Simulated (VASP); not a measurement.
# Ga2O3 from a squeezed to a stretched cell, part 2 of 3

How does Ga2O3 change with the volume? The starting structure is a measured crystal structure from the Crystallography Open Database. All runs use LDA. The equilibrium cell comes from relaxations that aren't shown. At each volume, shape and positions are relaxed as far as symmetry leaves them free.

VASP 6.6.1.

Results so far: the equilibrium volume 0.0 GPa; 0.96 of the equilibrium volume 7.9 GPa.

## Step 4: Relaxation at 1.04 of the equilibrium volume

Level of this step: LDA; plane waves and PAW (Ga_d, O) (VASP).

File INCAR:

```
SYSTEM = Ga2O3
PREC = Accurate
ENCUT = 560
EDIFF = 1E-07
NELM = 100
ISMEAR = 0
SIGMA = 0.03
LREAL = .FALSE.
ALGO = Normal
GGA = CA
NBANDS = 54
LORBIT = 11
LWAVE = .FALSE.
LCHARG = .FALSE.
KPAR = 16
IBRION = 2
NSW = 50
ISIF = 4
EDIFFG = -0.003
```

File POSCAR:

```
Ga2O3
1.0
    6.1591780124     -1.5321356020      0.0059170356
    6.1591780124      1.5321356020      0.0059170356
   -1.3923917160      0.0000000000      5.6732367925
Ga O
4 6
Direct
    0.0908114772      0.0908114772      0.7952152172
    0.9091885228      0.9091885228      0.2047847828
    0.6589261805      0.6589261805      0.3143951955
    0.3410738195      0.3410738195      0.6856048045
    0.1660594260      0.1660594260      0.1095199084
    0.8339405740      0.8339405740      0.8904800916
    0.1730164814      0.1730164814      0.5617469259
    0.8269835186      0.8269835186      0.4382530741
    0.4964597459      0.4964597459      0.2556467543
    0.5035402541      0.5035402541      0.7443532457
```

File KPOINTS:

```
Automatic mesh
0
Gamma
8 8 4
0 0 0
```

PAW data sets: Ga_d and O (LDA family, release 64).

Launch:

```console
$ mpirun -np 16 vasp_std
```

The program printed:

```text
[... set-up lines as in an earlier step ...]
 entering main loop
       N       E                     dE             d eps       ncg     rms          rms(c)
DAV:   1     0.123804850178E+04    0.12380E+04   -0.42169E+04  9874   0.310E+03
DAV:   2     0.200010997914E+03   -0.10380E+04   -0.98012E+03  8672   0.845E+02
DAV:   3    -0.550638230096E+02   -0.25507E+03   -0.24740E+03  9752   0.269E+02
DAV:   4    -0.762736610140E+02   -0.21210E+02   -0.20975E+02 10386   0.831E+01
[...]
DAV:  15    -0.681436202792E+02    0.65278E-06   -0.25257E-06 13014   0.340E-02    0.242E-03
DAV:  16    -0.681436203696E+02   -0.90349E-07   -0.16583E-06  9698   0.830E-03    0.573E-04
DAV:  17    -0.681436203712E+02   -0.16025E-08   -0.90810E-08  5566   0.712E-03
   1 F= -.68143620E+02 E0= -.68143620E+02  d E =-.681436E+02
[... from here on, the cycles between the ionic steps are left out ...]
   2 F= -.68149619E+02 E0= -.68149619E+02  d E =-.599840E-02
   3 F= -.68149788E+02 E0= -.68149788E+02  d E =-.616751E-02
   4 F= -.68154134E+02 E0= -.68154134E+02  d E =-.434599E-02
   5 F= -.68154723E+02 E0= -.68154723E+02  d E =-.493519E-02
   6 F= -.68157451E+02 E0= -.68157451E+02  d E =-.272809E-02
   7 F= -.68157461E+02 E0= -.68157461E+02  d E =-.273765E-02
   8 F= -.68158559E+02 E0= -.68158559E+02  d E =-.109830E-02
   9 F= -.68158645E+02 E0= -.68158645E+02  d E =-.118414E-02
  10 F= -.68159408E+02 E0= -.68159408E+02  d E =-.762721E-03
  11 F= -.68159501E+02 E0= -.68159501E+02  d E =-.856135E-03
  12 F= -.68159607E+02 E0= -.68159607E+02  d E =-.106381E-03
  13 F= -.68159608E+02 E0= -.68159608E+02  d E =-.106980E-03
  14 F= -.68159608E+02 E0= -.68159608E+02  d E =-.107011E-03
  15 F= -.68159621E+02 E0= -.68159621E+02  d E =-.129986E-04
  16 F= -.68159623E+02 E0= -.68159623E+02  d E =-.150707E-04
  17 F= -.68159624E+02 E0= -.68159624E+02  d E =-.157868E-04
  18 F= -.68159624E+02 E0= -.68159624E+02  d E =-.160486E-04
  19 F= -.68159629E+02 E0= -.68159629E+02  d E =-.501360E-05
  20 F= -.68159631E+02 E0= -.68159631E+02  d E =-.715061E-05
  21 F= -.68159635E+02 E0= -.68159635E+02  d E =-.371722E-05
 trial-energy change:   -0.000004  1 .order   -0.000003   -0.000005   -0.000002
 step:   1.3593(harm=  1.3593)  dis= 0.00038  next Energy=   -68.159635 (dE=-0.403E-05)
 reached required accuracy - stopping structural energy minimisation
```

Wall time 5.9 min (16 MPI ranks of AMD EPYC 9R45, shared host); peak memory 9.4 GiB.

OUTCAR, selected parts (step 4):

```text
  Total       -4.4086786     -4.4160336     -4.4215726      0.0000000      0.0000000     -0.0041589
  in kB      -65.9531837    -66.0632141    -66.1460761      0.0000000      0.0000000     -0.0622158
  external PRESSURE =     -66.0541580 kB  Pullay stress =       0.0000000 kB

 POSITION                                       TOTAL-FORCE (eV/Angst)
 -----------------------------------------------------------------------------------
      0.00084      0.00000      4.49575        -0.002088      0.000000     -0.001085
     10.97602      0.00000      1.18012         0.002088      0.000000      0.001085
      7.70197      0.00000      1.79569         0.002452      0.000000     -0.001013
      3.27489      0.00000      3.88018        -0.002452      0.000000      0.001013
      1.84174      0.00000      0.62557        -0.000064      0.000000      0.000063
      9.13512      0.00000      5.05030         0.000064      0.000000     -0.000063
      1.36704      0.00000      3.20134        -0.000734      0.000000     -0.001401
      9.60982      0.00000      2.47453         0.000734      0.000000      0.001401
      5.77638      0.00000      1.47024         0.000400      0.000000     -0.000051
      5.20048      0.00000      4.20563        -0.000400      0.000000      0.000051
 -----------------------------------------------------------------------------------
    total drift:                               -0.000000      0.000000      0.000000

  FREE ENERGIE OF THE ION-ELECTRON SYSTEM (eV)
  ---------------------------------------------------
  free  energy   TOTEN  =       -68.1596349188 eV

  energy  without entropy=      -68.1596349188  energy(sigma->0) =      -68.15963492

[... 2 parts as in an earlier step ...]

[... 2 further parts left out ...]
[key lines of the parts left out:]
E-fermi :   3.5403
```

1.04 of the equilibrium volume: 10.710 Å³ an atom and a pressure of -6.61 GPa, and 2.130 eV of gap on the mesh. Further runs on this cell, not shown, give the modes Ag (10) 722.0, Bu (8) 702.9, Ag (1) 107.0 cm⁻¹.

## Step 5: Relaxation at 0.92 of the equilibrium volume

INCAR is that of step 4.

POSCAR, as its differences from that of step 4:

```diff
@@ -2,5 +2,5 @@
 1.0
-    6.1591780124     -1.5321356020      0.0059170356
-    6.1591780124      1.5321356020      0.0059170356
-   -1.3923917160      0.0000000000      5.6732367925
+    5.9125421833     -1.4707833349      0.0056800960
+    5.9125421833      1.4707833349      0.0056800960
+   -1.3366353010      0.0000000000      5.4460598126
 Ga O
```

KPOINTS is that of step 4.

Launch:

```console
$ mpirun -np 16 vasp_std
```

The program printed:

```text
[... set-up lines as in an earlier step ...]
 entering main loop
       N       E                     dE             d eps       ncg     rms          rms(c)
DAV:   1     0.126129175324E+04    0.12613E+04   -0.41897E+04 10000   0.322E+03
DAV:   2     0.205944772761E+03   -0.10553E+04   -0.99346E+03  8504   0.861E+02
DAV:   3    -0.557819180400E+02   -0.26173E+03   -0.25505E+03  9708   0.277E+02
DAV:   4    -0.764214124759E+02   -0.20639E+02   -0.20425E+02 10010   0.846E+01
[...]
DAV:  15    -0.677051443174E+02    0.47910E-06   -0.34369E-06 11486   0.186E-02    0.308E-03
DAV:  16    -0.677051442981E+02    0.19265E-07   -0.13363E-06 10426   0.931E-03    0.115E-03
DAV:  17    -0.677051442751E+02    0.23021E-07   -0.97393E-08  5582   0.322E-03
   1 F= -.67705144E+02 E0= -.67705144E+02  d E =-.677051E+02
[... from here on, the cycles between the ionic steps are left out ...]
   2 F= -.67731354E+02 E0= -.67731354E+02  d E =-.262099E-01
   5 F= -.67762598E+02 E0= -.67762598E+02  d E =-.302865E-01
   9 F= -.67789118E+02 E0= -.67789118E+02  d E =-.100794E-01
  13 F= -.67800652E+02 E0= -.67800652E+02  d E =-.262703E-02
  17 F= -.67805209E+02 E0= -.67805209E+02  d E =-.235511E-02
  21 F= -.67810972E+02 E0= -.67810972E+02  d E =-.367497E-02
  25 F= -.67816205E+02 E0= -.67816205E+02  d E =-.149255E-02
  29 F= -.67817984E+02 E0= -.67817984E+02  d E =-.504242E-03
  33 F= -.67819137E+02 E0= -.67819137E+02  d E =-.212468E-03
  37 F= -.67819281E+02 E0= -.67819281E+02  d E =-.478810E-04
  41 F= -.67819351E+02 E0= -.67819351E+02  d E =-.548552E-04
  45 F= -.67819415E+02 E0= -.67819415E+02  d E =-.548324E-04
  49 F= -.67819454E+02 E0= -.67819454E+02  d E =-.392553E-04
  50 F= -.67819472E+02 E0= -.67819472E+02  d E =-.179248E-04
 trial-energy change:   -0.000018  1 .order   -0.000017   -0.000023   -0.000012
 step:   1.0883(harm=  1.3646)  dis= 0.00084  next Energy=   -67.819476 (dE=-0.220E-04)
```

Elapsed: 15 min, on 16 MPI ranks; peak memory 8.7 GiB.

OUTCAR, selected parts (step 5):

```text
  Total        8.7246194      8.7393584      8.7420562      0.0000000      0.0000000     -0.0001030
  in kB      147.5432455    147.7924983    147.8381215      0.0000000      0.0000000     -0.0017418
  external PRESSURE =     147.7246218 kB  Pullay stress =       0.0000000 kB

 POSITION                                       TOTAL-FORCE (eV/Angst)
 -----------------------------------------------------------------------------------
      0.08674      0.00000      4.54507        -0.002640      0.000000      0.004656
      9.91356      0.00000      0.89497         0.002640      0.000000     -0.004656
      7.03246      0.00000      1.66472         0.005293      0.000000     -0.001438
      2.96784      0.00000      3.77531        -0.005293      0.000000      0.001438
      1.93280      0.00000      0.66026         0.003899      0.000000      0.004723
      8.06750      0.00000      4.77977        -0.003899      0.000000     -0.004723
      1.12879      0.00000      3.04969        -0.005998      0.000000     -0.002808
      8.87151      0.00000      2.39034         0.005998      0.000000      0.002808
      5.23476      0.00000      1.21598        -0.002280      0.000000     -0.007164
      4.76554      0.00000      4.22405         0.002280      0.000000      0.007164
 -----------------------------------------------------------------------------------
    total drift:                                0.000000      0.000000      0.000000

  FREE ENERGIE OF THE ION-ELECTRON SYSTEM (eV)
  ---------------------------------------------------
  free  energy   TOTEN  =       -67.8194722316 eV

  energy  without entropy=      -67.8194722316  energy(sigma->0) =      -67.81947223

[... 1 part as in an earlier step ...]

[... 2 further parts left out ...]
[key lines of the parts left out:]
E-fermi :   4.7854
```

The relaxation used up its 50 ionic steps (NSW) before forces and stress met EDIFFG.

## Step 6: Relaxation at 0.98 of the equilibrium volume

INCAR is that of step 5.

POSCAR, as its differences from that of step 5:

```diff
@@ -2,5 +2,5 @@
 1.0
-    5.9125421833     -1.4707833349      0.0056800960
-    5.9125421833      1.4707833349      0.0056800960
-   -1.3366353010      0.0000000000      5.4460598126
+    6.0383785400     -1.5020859473      0.0058009853
+    6.0383785400      1.5020859473      0.0058009853
+   -1.3650828472      0.0000000000      5.5619680470
 Ga O
```

KPOINTS is that of step 5.

Launch:

```console
$ mpirun -np 16 vasp_std
```

The program printed:

```text
[... set-up lines as in an earlier step ...]
 entering main loop
       N       E                     dE             d eps       ncg     rms          rms(c)
DAV:   1     0.123800391922E+04    0.12380E+04   -0.42105E+04 10060   0.316E+03
DAV:   2     0.199518881542E+03   -0.10385E+04   -0.97910E+03  8568   0.847E+02
DAV:   3    -0.559985423134E+02   -0.25552E+03   -0.24854E+03  9700   0.271E+02
DAV:   4    -0.766217062149E+02   -0.20623E+02   -0.20404E+02 10316   0.833E+01
[...]
DAV:  15    -0.682063938318E+02    0.41466E-06   -0.26110E-06 12960   0.214E-02    0.292E-03
DAV:  16    -0.682063938339E+02   -0.20427E-08   -0.13784E-06 10782   0.835E-03    0.692E-04
DAV:  17    -0.682063938298E+02    0.41164E-08   -0.10619E-07  6100   0.416E-03
   1 F= -.68206394E+02 E0= -.68206394E+02  d E =-.682064E+02
[... from here on, the cycles between the ionic steps are left out ...]
   2 F= -.68207975E+02 E0= -.68207975E+02  d E =-.158075E-02
   3 F= -.68207975E+02 E0= -.68207975E+02  d E =-.158083E-02
   5 F= -.68209485E+02 E0= -.68209485E+02  d E =-.151009E-02
   7 F= -.68210318E+02 E0= -.68210318E+02  d E =-.833681E-03
   9 F= -.68210824E+02 E0= -.68210824E+02  d E =-.505581E-03
  11 F= -.68211114E+02 E0= -.68211114E+02  d E =-.289918E-03
  13 F= -.68211162E+02 E0= -.68211162E+02  d E =-.483623E-04
  15 F= -.68211210E+02 E0= -.68211210E+02  d E =-.481114E-04
  17 F= -.68211234E+02 E0= -.68211234E+02  d E =-.233699E-04
  19 F= -.68211247E+02 E0= -.68211247E+02  d E =-.119933E-04
  21 F= -.68211259E+02 E0= -.68211259E+02  d E =-.239814E-04
  23 F= -.68211268E+02 E0= -.68211268E+02  d E =-.944237E-05
  25 F= -.68211272E+02 E0= -.68211272E+02  d E =-.327471E-05
  27 F= -.68211273E+02 E0= -.68211273E+02  d E =-.445323E-05
  28 F= -.68211275E+02 E0= -.68211275E+02  d E =-.255511E-05
  29 F= -.68211276E+02 E0= -.68211276E+02  d E =-.307752E-05
[...]
reached required accuracy - stopping structural energy minimisation
```

It took 6 min on 16 MPI ranks; peak memory 8.9 GiB.

From OUTCAR (step 6):

```text
  Total        2.3715857      2.3662058      2.3741369      0.0000000      0.0000000     -0.0008775
  in kB       37.6507306     37.5653218     37.6912335      0.0000000      0.0000000     -0.0139308
  external PRESSURE =      37.6357620 kB  Pullay stress =       0.0000000 kB

 POSITION                                       TOTAL-FORCE (eV/Angst)
 -----------------------------------------------------------------------------------
      0.01815      0.00000      4.43866         0.001059      0.000000      0.000962
     10.65493      0.00000      1.13613        -0.001059      0.000000     -0.000962
      7.50685      0.00000      1.75129        -0.001689      0.000000     -0.000071
      3.16622      0.00000      3.82351         0.001689      0.000000      0.000071
      1.88258      0.00000      0.61253        -0.001150      0.000000      0.001361
      8.79049      0.00000      4.96226         0.001150      0.000000     -0.001361
      1.30873      0.00000      3.11964        -0.002228      0.000000      0.000436
      9.36434      0.00000      2.45515         0.002228      0.000000     -0.000436
      5.62847      0.00000      1.41398         0.001914      0.000000      0.000574
      5.04461      0.00000      4.16081        -0.001914      0.000000     -0.000574
 -----------------------------------------------------------------------------------
    total drift:                               -0.000000     -0.000000      0.000000

  FREE ENERGIE OF THE ION-ELECTRON SYSTEM (eV)
  ---------------------------------------------------
  free  energy   TOTEN  =       -68.2112760125 eV

  energy  without entropy=      -68.2112760125  energy(sigma->0) =      -68.21127601

[... 2 parts as in an earlier step ...]

[... 2 further parts left out ...]
[key lines of the parts left out:]
E-fermi :   4.1276
```

0.98 of the equilibrium volume: 10.092 Å³ an atom and a pressure of 3.76 GPa, and 2.596 eV of gap on the mesh. Further runs on this cell, not shown, give the modes Ag (10) 774.1, Bu (8) 753.9, Ag (1) 109.0 cm⁻¹.

## Step 7: Relaxation at 1.02 of the equilibrium volume

INCAR is that of step 6.

POSCAR, as its differences from that of step 6:

```diff
@@ -2,5 +2,5 @@
 1.0
-    6.0383785400     -1.5020859473      0.0058009853
-    6.0383785400      1.5020859473      0.0058009853
-   -1.3650828472      0.0000000000      5.5619680470
+    6.1194402738     -1.5222505810      0.0058788601
+    6.1194402738      1.5222505810      0.0058788601
+   -1.3834082936      0.0000000000      5.6366342459
 Ga O
```

KPOINTS is that of step 6.

Launch:

```console
$ mpirun -np 16 vasp_std
```

The program printed:

```text
[... set-up lines as in an earlier step ...]
 entering main loop
       N       E                     dE             d eps       ncg     rms          rms(c)
DAV:   1     0.123009803104E+04    0.12301E+04   -0.42225E+04  9980   0.312E+03
DAV:   2     0.200051741435E+03   -0.10300E+04   -0.97308E+03  8560   0.842E+02
DAV:   3    -0.556076009628E+02   -0.25566E+03   -0.24807E+03  9820   0.269E+02
DAV:   4    -0.764377973235E+02   -0.20830E+02   -0.20603E+02 10358   0.827E+01
[...]
DAV:  15    -0.682163793991E+02    0.52908E-06   -0.24222E-06 13046   0.296E-02    0.258E-03
DAV:  16    -0.682163794562E+02   -0.57107E-07   -0.15111E-06 10452   0.794E-03    0.585E-04
DAV:  17    -0.682163794573E+02   -0.10641E-08   -0.11090E-07  5668   0.783E-03
   1 F= -.68216379E+02 E0= -.68216379E+02  d E =-.682164E+02
[... from here on, the cycles between the ionic steps are left out ...]
   2 F= -.68217936E+02 E0= -.68217936E+02  d E =-.155649E-02
   3 F= -.68217958E+02 E0= -.68217958E+02  d E =-.157860E-02
   4 F= -.68219144E+02 E0= -.68219144E+02  d E =-.118638E-02
   5 F= -.68219303E+02 E0= -.68219303E+02  d E =-.134483E-02
   6 F= -.68220035E+02 E0= -.68220035E+02  d E =-.732572E-03
   7 F= -.68220039E+02 E0= -.68220039E+02  d E =-.736159E-03
   8 F= -.68220329E+02 E0= -.68220329E+02  d E =-.290146E-03
   9 F= -.68220387E+02 E0= -.68220387E+02  d E =-.348280E-03
  10 F= -.68220576E+02 E0= -.68220576E+02  d E =-.188825E-03
  11 F= -.68220613E+02 E0= -.68220613E+02  d E =-.226114E-03
  12 F= -.68220644E+02 E0= -.68220644E+02  d E =-.306657E-04
  13 F= -.68220644E+02 E0= -.68220644E+02  d E =-.308346E-04
  14 F= -.68220644E+02 E0= -.68220644E+02  d E =-.307862E-04
  15 F= -.68220644E+02 E0= -.68220644E+02  d E =-.308674E-04
  16 F= -.68220644E+02 E0= -.68220644E+02  d E =-.308695E-04
  17 F= -.68220649E+02 E0= -.68220649E+02  d E =-.492631E-05
  18 F= -.68220653E+02 E0= -.68220653E+02  d E =-.833243E-05
  19 F= -.68220656E+02 E0= -.68220656E+02  d E =-.309153E-05
 trial-energy change:   -0.000003  1 .order   -0.000003   -0.000005   -0.000001
 step:   1.1159(harm=  1.1159)  dis= 0.00026  next Energy=   -68.220655 (dE=-0.282E-05)
 reached required accuracy - stopping structural energy minimisation
```

Wall time 4.7 min (16 MPI ranks); peak memory 9.3 GiB.

From OUTCAR (step 7):

```text
  Total       -2.2644999     -2.2689402     -2.2893009      0.0000000      0.0000000     -0.0025874
  in kB      -34.5408328    -34.6085615    -34.9191272      0.0000000      0.0000000     -0.0394655
  external PRESSURE =     -34.6895071 kB  Pullay stress =       0.0000000 kB

 POSITION                                       TOTAL-FORCE (eV/Angst)
 -----------------------------------------------------------------------------------
      0.00618      0.00000      4.47538        -0.002520      0.000000      0.000869
     10.87323      0.00000      1.16834         0.002520      0.000000     -0.000869
      7.63984      0.00000      1.78199         0.000136      0.000000     -0.001641
      3.23957      0.00000      3.86173        -0.000136      0.000000      0.001641
      1.85448      0.00000      0.62041        -0.000498      0.000000     -0.001210
      9.02493      0.00000      5.02332         0.000498      0.000000      0.001210
      1.34944      0.00000      3.17506        -0.000059      0.000000     -0.000506
      9.52997      0.00000      2.46866         0.000059      0.000000      0.000506
      5.72986      0.00000      1.45417         0.000999      0.000000      0.000751
      5.14955      0.00000      4.18955        -0.000999      0.000000     -0.000751
 -----------------------------------------------------------------------------------
    total drift:                                0.000000     -0.000000     -0.000000

  FREE ENERGIE OF THE ION-ELECTRON SYSTEM (eV)
  ---------------------------------------------------
  free  energy   TOTEN  =       -68.2206557370 eV

  energy  without entropy=      -68.2206557370  energy(sigma->0) =      -68.22065574

[... 2 parts as in an earlier step ...]

[... 2 further parts left out ...]
[key lines of the parts left out:]
E-fermi :   3.7582
```

1.02 of the equilibrium volume: 10.504 Å³ an atom and a pressure of -3.47 GPa, and 2.282 eV of gap on the mesh. Further runs on this cell, not shown, give the modes Ag (10) 739.3, Bu (8) 719.7, Ag (1) 107.7 cm⁻¹.

(Part 2 of 3 ends here.)

[Lines on the potential files, build, host, timing and source positions are cut from VASP's logs without a mark.]

[Logs are printed without paths, hosts, clocks, repeated set-up lines and the standing remarks that a program may print on its own settings, such as how far it seeks lower states.]

[Hosts, paths, dates, database ids (printed as entryN), source tags and the programs' standing remarks are cut or masked in the printed files.]
